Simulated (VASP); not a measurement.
# AlO₂: relaxation of the cell, by functional

AlO₂, Cmcm (no. 63), 6 atoms in the cell.

| Functional | Volume (A^3) | Pressure left (GPa) | Ionic steps | SCF steps in all | Time (s) |
|---|---|---|---|---|---|
| APBE | 53.712 | 0.08 | 19 | 167 | 868 |
| GDSMFB | 50.372 | -0.07 | 17 | 142 | 704 |
| Teter | 50.233 | -0.06 | 17 | 144 | 620 |
| KT2 | 49.501 | 0.06 | 18 | 172 | 817 |

## Input of the first row

INCAR:
```
SYSTEM = AlO2
PREC     = Accurate       ! precision mode
ENCUT    = 600            ! plane-wave cutoff, eV
EDIFF    = 1E-7           ! SCF threshold, eV
ISMEAR   = 0              ! smearing method
SIGMA    = 0.02           ! smearing width, eV
LREAL    = .FALSE.        ! projectors in reciprocal space
LASPH    = .TRUE.         ! aspherical terms in the spheres
ALGO     = Normal         ! electronic algorithm
NELM     = 100            ! most SCF steps
ISIF     = 3              ! what is computed and relaxed
LWAVE    = .FALSE.        ! write WAVECAR
LCHARG   = .FALSE.        ! write CHGCAR
IBRION   = 2              ! ionic algorithm
NSW      = 40             ! ionic steps
EDIFFG   = -0.01          ! ionic threshold
GGA_COMPAT= .FALSE.      
GGA      = LIBXC          ! functional
LIBXC1   = GGA_X_APBE   
LIBXC2   = GGA_C_APBE    
```

KPOINTS:
```
k-points
0
Gamma
  8 8 6
```

POSCAR:
```
AlO2
1.0
    1.4881620000     -5.4028330000      0.0000000000
    1.4881620000      5.4028330000      0.0000000000
    0.0000000000      0.0000000000      3.6466120000
Al O
2 4
Direct
    0.6681330000      0.3318670000      0.7500000000
    0.3318670000      0.6681330000      0.2500000000
    0.0610720000      0.9389280000      0.7500000000
    0.9389280000      0.0610720000      0.2500000000
    0.2941840000      0.7058160000      0.7500000000
    0.7058160000      0.2941840000      0.2500000000
```

Commands:
```
cat potpaw_PBE.64/Al/POTCAR potpaw_PBE.64/O/POTCAR > POTCAR
mpirun -np 1 vasp_std > vasp.out
```

Changes of the last row against the first:
```
- LIBXC1 = GGA_X_APBE
- LIBXC2 = GGA_C_APBE
+ LIBXC1 = GGA_XC_KT2
```

VASP 6.6.1 took 868 s on 1 core (Intel Xeon 6975P-C (Granite Rapids)), a shared host.
